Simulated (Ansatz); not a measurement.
**Ti, one cell by several methods**

```
Ti
1.0
     0.00000    2.03000    2.09090
     2.03000    0.00000    2.09090
     2.03000    2.03000    0.00000
Ti
1
Cartesian
  0.0000 0.0000 0.0000
```

The cell is COD entry 1534878, as deposited and not checked against the literature; nothing was relaxed. The listed cell was then made from it by scaling, straining or moving an atom.

All numbers are computed: DFT, PBE, PAW with Ansatz's default frozen-core files, scalar-relativistic (Ansatz 0.2.0); DFT, PBE, all-electron LAPW, scalar-relativistic (Ansatz 0.2.0).

For PAW: a Γ-centred 15×15×15 k mesh, Fermi–Dirac smearing of 0.05 eV, cutoff 420 eV, no spin polarisation. LAPW targets a basis error of 0.25 meV/atom. The Ansatz runs share mesh, smearing and spin set-up. Plane-wave (PAW) pressures include the program's estimate of the Pulay term.

Stress and pressure are positive in compression.

PAW results:

```json
{"quantity": "pressure (GPa)", "PAW": "1.00"}
{"quantity": "stress xx (GPa)", "PAW": "1.33"}
{"quantity": "stress zz (GPa)", "PAW": "0.35"}
```

Q: What does LAPW (all electrons) give for the same quantities?

A: 
| quantity | LAPW |
| --- | --- |
| pressure (GPa) | 1.00 |
| stress xx (GPa) | 1.32 |
| stress zz (GPa) | 0.34 |
